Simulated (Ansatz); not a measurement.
# ZnSe at 5 GPa: from Born charge to LO–TO splitting and polaron coupling

Level of theory: Ansatz, DFT LDA, scalar-relativistic, plane waves, PAW. Settings: 420 eV plane-wave cutoff, Γ-centred 8×8×8 mesh, fixed occupations. No spin polarisation. Phonons by linear response, acoustic sum rule imposed.

The cell, relaxed at 5 GPa:
Space group F-43m (No. 216). a = 5.456 Å, b = 5.456 Å, c = 5.456 Å, α = 90.00°, β = 90.00°, γ = 90.00°
```tsv
atom	site	symmetry	x	y	z
Zn	4a	-43m	0.0000	0.0000	0.0000
Se	4c	-43m	0.2500	0.2500	0.2500
```

 The run warned that the force constants aren't converged on this k mesh, so the frequencies and all that is formed from them are rough.

Linear response gives ν_TO = 240.9 cm⁻¹, Born charges ±1.875 e (positive on Zn) and ε∞ = 7.376. The primitive cell holds 40.601 Å³, and the masses are 65.380 and 78.971 amu.

Task: Find ν_LO and the static dielectric constant.

Result: The long-wave field adds a restoring force: ω_LO² − ω_TO² = Z*²e²/(ε_vac ε∞ μV). In these units ν_LO² − ν_TO² = 4.92064×10⁷ Z*²/(μ V ε∞) cm⁻², with μ = m₁m₂/(m₁ + m₂) = 35.768 amu: 16152 cm⁻². So ν_LO = √(240.9² + 16152) = 272.4 cm⁻¹, and the run gives 272.4. Lyddane–Sachs–Teller then gives ε0 = ε∞ (ν_LO/ν_TO)² = 9.43, against 9.43 in the run (it forms both from the same three quantities, so the match checks the arithmetic only). Between ν_TO and ν_LO the dielectric function is negative and an undamped crystal reflects fully: a reststrahlen band from 36.7 to 41.5 μm.

Task: What do the Clausius–Mossotti polarisability and the Szigeti charge come to?

Result: With the Lorentz local field, α = (3V/4π)(ε∞ − 1)/(ε∞ + 2) = 6.59 Å³ for the pair, and e_S = 3Z*/(ε∞ + 2) = 0.60 e. The Born charge includes the electrons' response to the dipole's own local field, and e_S takes that enhancement out. The Lorentz field assumes point-like polarisable ions, a poor picture once ε∞ is this large, since the electron clouds then overlap or are shared, so both numbers are formal here.

Task: How strongly does a slow electron couple to the LO mode?

Result: For one isotropic parabolic band, Fröhlich's constant is α_F = (1/ε∞ − 1/ε0) √(m* Ry/ħω_LO), with Ry = 13.606 eV, ħω_LO = 33.8 meV and m* in free-electron masses: α_F = 0.0295 × 20.07 × √m* = 0.59 √m*. The band mass isn't part of this run; for m* = 0.1, 0.3 and 1 it gives 0.19, 0.32, 0.59. In weak coupling the polaron lies α_F ħω_LO below the band edge (11 meV at m* = 0.3) with a mass m*(1 + α_F/6); past α_F of about 5 or 6 that expansion fails. A semilocal functional's ε∞ tends to be too large, which taken alone lowers α_F.

Cost: 1 run of about 0.72 core-minutes, on Intel Xeon 6975P-C (Granite Rapids) (shared hosts).

The numbers describe a polar but substantially covalent semiconductor, in which the electrons do most of the screening and the lattice adds a smaller part. The Born charge of 1.875 e lies close to the nominal valence of two, but it isn't a static ionic charge: it also counts the charge that flows through the Zn–Se bonds as hybridisation between Zn 4s and Se 4p states changes with displacement. The large ε∞ weakens the long-range field this charge sets up, which limits both the LO–TO splitting and the Fröhlich coupling. The difference of the squared frequencies contains no short-range force constant, so an error there shifts both modes but leaves that difference unchanged for given Born charge, ε∞ and volume.

The conduction-band minimum of zinc-blende ZnSe is s-like and light, so the smaller trial masses are the relevant ones, which suggests a large, mobile electron polaron rather than a self-trapped one. The estimate doesn't carry over to holes, whose p-like band edge is degenerate and warped.
